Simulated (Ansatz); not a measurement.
# Zn (C2/m) in Ansatz: a series of runs

Runs on Zn. Level: PBEsol. Tasks: band structure.

All numbers are computed with Ansatz 0.2.0; they aren't measurements. Logs are shortened: lines on timing, memory, paths and dates and some standing lists are left out, and cuts for length are marked.

### Step 1. The structure

Symmetry: C2/m, No. 12, monoclinic system. The conventional cell has a = 4.536 Å, b = 2.617 Å, c = 7.187 Å, α = 90.00°, β = 102.80°, γ = 90.00°. Zn (site symmetry m) is surrounded by 12 Zn at 2.62 to 2.80 Å. Zn (site symmetry 2/m) is surrounded by 12 Zn at 2.62 to 2.80 Å.

This isn't the form of Zn at room conditions, which is hcp.

### Step 2. Band structure, PBEsol, 13.87 Å³/atom

File input.yaml:

```yaml
crystal:
  lattice:
    - [2.2681701736, -1.30848701, 0.0]
    - [2.2681701736, 1.30848701, 0.0]
    - [-1.5917165425, 0.0, 7.0083918642]
  atoms:
    - { symbol: Zn, position: [0.77801786, 0.77801786, 0.33450498] }
    - { symbol: Zn, position: [0.22198214, 0.22198214, 0.66549502] }
    - { symbol: Zn, position: [0.0, 0.0, 0.0] }
hamiltonian:
  xc: pbesol
  pseudopotentials: { kind: paw }
kpoints:
  mp_grid: { grid: [10, 10, 3] }
  band_path:
    path:
      - [[0.0, 0.0, 0.0], [-0.5, -0.5, 0.0], [-0.5109606677, -0.5109606677, 0.156810585], [-0.5, -0.5, 0.5], [-0.674738563, -0.325261437, 0.5]]
      - [[-0.325261437, 0.325261437, 0.5], [0.0, 0.0, 0.5], [-0.4890393323, -0.4890393323, 0.843189415]]
      - [[-0.5, -0.5, 0.0], [-0.6625075571, -0.3374924429, 0.0]]
      - [[-0.3374924429, 0.3374924429, 0.0], [0.0, 0.0, 0.0], [-0.5, 0.0, 0.0]]
      - [[-0.5, 0.0, 0.5], [0.0, 0.0, 0.0]]
    npoints: 14
scf:
  occupations: { method: fermi_dirac, width: 0.05 }
  n_extra_bands: 7
output:
  forces: true
  stress: true
  eigenvalues: true
  fatbands: true
  write_density: true
  write_potential: true
  elf: true
  volumetric_format: npy
```

Potentials or basis: Ansatz PAW.

The run is started by

```bash
> ansatz run input.yaml --threads 2 --pin off --max-ram 5632MiB --backend cpu --events-out ev --progress --plain --runs-dir out
```

The log of the run:

```text
Warning: RAYON_NUM_THREADS=2 ignored (pool sized by the plan → 2); use --threads N
scf.n_extra_bands = 7 over 18 filled bands (N_el = 36.0): the run solves 25 bands
Engine: ansatz 0.2.0, aarch64-unknown-linux-gnu
Pseudopotentials: kind: paw
Pseudopotential: Zn, paw, valence charge 12, recommended cutoff 420 eV (normal), Zn.paw.azcp
Functional definition: PBEsol
  exchange = pbesol_x
  correlation = pbesol_c
Crystal: 3 atoms, lattice volume = 41.600 Å³
Basis set: ecut = 420 eV, 833 PW (Γ), exchange–correlation on 36×36×100 points (8 copies of the dense FFT grid, shifted against one another)
Bands: 25, of which v1, the nominal top of the filled ones, is band 18 counted from 1 (17 counted from 0)
Symmetry: 4 space group operations
Space group: C2/m (ITA 12), of the structure as read, at distance tolerance 3.5e-5 Å
k-points: 86 of 300
Non-local potential: Zn, projectors of the file, l = 0: 2, l = 1: 2, l = 2: 3, l = 3: 1
PAW form: soft (Blöchl's): semilocal exchange-correlation on the pseudo side does not see the compensation charge
PAW frozen core: Zn, regenerated for the run's functional, and the local potential with it (the file was generated under x = pbe(κ = 0.804, μ = 0.2195149727645171), c = pbe(β = 0.06672455060314922))
PAW one-centre angular grid: Zn, 590 points (default); XC on 64 Gauss nodes
Initial density: superposition of atomic densities (neutral atoms: chi_scale 0, normalization atom), corrected by the library's trained network
Initial wavefunctions: pseudopotential atomic-orbital guess
Functional: x = pbesol(κ = 0.804, μ = 0.12345679012345678), c = pbesol(β = 0.046)
SCF iter   1: F=—  HF=-9842.728203 eV  |F-HF|=—  |Δ(HF+E_count)|=         —  Δρ=5.50e-3  dr2=6.91e-3  ethr=1.77e-3  ⟨swp⟩=5.7  Hψ=9810  notcnv=0  defer=4
preconditioner: auto → none  [metal: Δε(μ)=0.042 eV  Ē_g=14.243 eV  σ=0.050 eV  W_gap=0.20  n_scr=4 (ndim 8)  ℏωp=34.5 eV  f_vac=0.000  D(μ)=0.82/eV (n_scr^D=4)  sad-step TF]
SCF iter   2: F=—  HF=-9842.726944 eV  |F-HF|=—  |Δ(HF+E_count)|=   1.26e-3  Δρ=8.54e-4  dr2=3.01e-4  ethr=1.92e-5  ⟨swp⟩=2.0  Hψ=4826  notcnv=0  defer=146
SCF iter   3: F=—  HF=-9842.726535 eV  |F-HF|=—  |Δ(HF+E_count)|=   4.09e-4  Δρ=7.12e-4  dr2=4.03e-4  ethr=8.35e-7  ⟨swp⟩=2.0  Hψ=3539  notcnv=0  defer=146
SCF iter   4: F=—  HF=-9842.726536 eV  |F-HF|=—  |Δ(HF+E_count)|=   9.82e-7  Δρ=5.35e-4  dr2=5.10e-4  ethr=8.35e-7  ⟨swp⟩=2.1  Hψ=3341  notcnv=0  defer=146
SCF iter   5: F=—  HF=-9842.726438 eV  |F-HF|=—  |Δ(HF+E_count)|=   9.79e-5  Δρ=8.85e-5  dr2=1.33e-6  ethr=8.35e-7  ⟨swp⟩=2.4  Hψ=3364  notcnv=0  defer=146
SCF iter   6: F=—  HF=-9842.726438 eV  |F-HF|=—  |Δ(HF+E_count)|=   2.72e-7  Δρ=5.38e-5  dr2=3.54e-7  ethr=3.68e-9  ⟨swp⟩=2.0  Hψ=3480  notcnv=0  defer=146
SCF iter   7: F=-9842.726440 eV  HF=-9842.726440 eV  |F-HF|=5.90e-9  |Δ(HF+E_count)|=   1.22e-6  Δρ=6.11e-6  dr2=1.16e-8  ethr=2.78e-10  ⟨swp⟩=12.3  Hψ=18348  notcnv=0
SCF 1 converged in 7 iterations: F = -9842.726440 eV  dr2 = 1.16e-8
NSCF: frozen V_eff on 145 k-points
SCF converged after 7 iterations
Free energy (F): -9842.726440 eV
Harris-Foulkes:  -9842.726440 eV  (|F-HF|=5.90e-9)
Internal energy: -9842.720028 eV  (E = F + TS)
E sigma→0 (E₀):  -9842.723234 eV
Entropy (-TS):   -0.006412 eV (-2.137 meV/atom)
Fermi energy:    12.455718 eV
--- Per-component energies (eV) ---
  E_band       = 184.531012
  E_kinetic    = 396.118692
  E_local      = -4422.543667  (includes V_loc(G=0)·N_el)
  E_nonlocal   = 1833.613288
  E_hartree    = 1854.437813
  E_xc         = -410.912947
  E_vxc        = -162.459485  (∫ρ·V_xc dr)
  E_paw        = -5361.246847  (= ΣΔE_a)
  E_vpaw       = -1169.073110  (= ΣTr[D̂ρ^β])
  E_aug_tail   = -0.001091  (compensation charges beyond the density's cutoff)
  E_ewald      = -3734.577332
  E_core_change = 2.392065  (= ΣΔE_core)
  E_smearing   = -0.006412  (= −TS)
  E_closure    = 0.000000  (closes the sum)
  Σ components = -9842.726440   (vs F -9842.726440, Δ=0.00e0)
--- Forces (eV/Å), atoms counted from 1 ---
  atom   1  Zn    -0.01095276     0.00000000    -0.01169247
  atom   2  Zn     0.01095276    -0.00000000     0.01169247
  atom   3  Zn    -0.00000000     0.00000000     0.00000000
  max |Σ_I F_I| component: 1.73e-18 eV/Å
--- Stress (GPa, compression-positive) ---
        1.235050      -0.000000      -0.932633
       -0.000000      -0.095219      -0.000000
       -0.932634      -0.000000       4.168235
  P = ⅓ Tr σ = 1.7694 GPa (17.694 kbar)
--- Band table (eV; the first three rows and the last of 86) ---
  k-point 0: bands = ["1.1503", "3.2166", "3.2190", "4.2540", "4.4539", "4.4555", "4.4657", "4.4705", "4.5205", "4.5264", "4.8732", "4.8809", "5.0860", "5.0946", "5.1040", "5.1179", "5.2437", "5.2709", "14.7064", "14.7685", "28.0983", "30.5118", "30.6095", "30.8014", "30.8771"]
  k-point 1: bands = ["1.4895", "2.4072", "3.3853", "4.2481", "4.3474", "4.4480", "4.4512", "4.4788", "4.4819", "4.5118", "4.5152", "4.9116", "4.9124", "5.0072", "5.0128", "5.1567", "5.1623", "7.4663", "10.9767", "19.1677", "24.0751", "30.1442", "30.1628", "31.2509", "31.3999"]
  k-point 2: bands = ["1.4589", "3.3679", "3.4384", "4.2786", "4.4023", "4.4372", "4.4755", "4.5253", "4.5418", "4.5912", "4.6650", "4.7650", "4.8454", "4.8534", "5.0872", "5.1098", "5.6157", "5.9312", "14.5855", "15.4575", "26.3483", "27.4330", "28.3367", "28.4016", "29.2411"]
  k-point 85: bands = ["3.5749", "3.6351", "3.6512", "3.8641", "4.0019", "4.3256", "4.5859", "4.7011", "4.9104", "5.0288", "5.0954", "5.1963", "5.3180", "5.3367", "5.3457", "9.1190", "9.8374", "10.3981", "12.7963", "13.3543", "15.0453", "18.5757", "21.4572", "22.2483", "22.8109"]
```

It took 5 s on 2 threads of Arm Neoverse V2, shared host; peak memory 0.36 GiB.

Results:

```
Free energy            : -9842.7264 eV
Pressure               : 1.8 GPa
Largest force          : 0.016 eV/Å
Band gap on the k mesh : none (metal or under the smearing width)
```

Caveat: the PAW data sets come from PBE, with cores solved anew for the run's functional, which leaves a small shift of forces and pressure.

### Step 3. Band structure, PBEsol, 14.16 Å³/atom

File input.yaml:

```yaml
crystal:
  lattice:
    - [2.2681701736, -1.30848701, 0.0]
    - [2.2681701736, 1.30848701, 0.0]
    - [-1.5917165425, 0.0, 7.1544000281]
  atoms:
    - { symbol: Zn, position: [0.77801786, 0.77801786, 0.33450498] }
    - { symbol: Zn, position: [0.22198214, 0.22198214, 0.66549502] }
    - { symbol: Zn, position: [0.0, 0.0, 0.0] }
hamiltonian:
  xc: pbesol
  pseudopotentials: { kind: paw }
kpoints:
  mp_grid: { grid: [10, 10, 3] }
  band_path:
    path:
      - [[0.0, 0.0, 0.0], [-0.5, -0.5, 0.0], [-0.5105178586, -0.5105178586, 0.1564998381], [-0.5, -0.5, 0.5], [-0.6744178136, -0.3255821864, 0.5]]
      - [[-0.3255821864, 0.3255821864, 0.5], [0.0, 0.0, 0.5], [-0.4894821414, -0.4894821414, 0.8435001619]]
      - [[-0.5, -0.5, 0.0], [-0.6626809382, -0.3373190618, 0.0]]
      - [[-0.3373190618, 0.3373190618, 0.0], [0.0, 0.0, 0.0], [-0.5, 0.0, 0.0]]
      - [[-0.5, 0.0, 0.5], [0.0, 0.0, 0.0]]
    npoints: 14
scf:
  occupations: { method: fermi_dirac, width: 0.05 }
  n_extra_bands: 7
output:
  forces: true
  stress: true
  eigenvalues: true
  fatbands: false
  write_density: true
  write_potential: true
  elf: true
  volumetric_format: npy
```

Potentials or basis: Ansatz PAW.

The run is started by

```bash
> ansatz run input.yaml --threads 2 --pin off --max-ram 5632MiB --backend cpu --events-out ev --progress --plain --runs-dir out
```

Wall time 4.4 s (2 threads of Arm Neoverse V2, shared host); peak memory 0.36 GiB.

Results (log left out):

```
Free energy            : -9842.7419 eV
Pressure               : 0.0 GPa
Largest force          : 0.008 eV/Å
Band gap on the k mesh : none (metal or under the smearing width)
```

Caveat: the PAW data sets come from PBE, with cores solved anew for the run's functional, which leaves a small shift of forces and pressure.
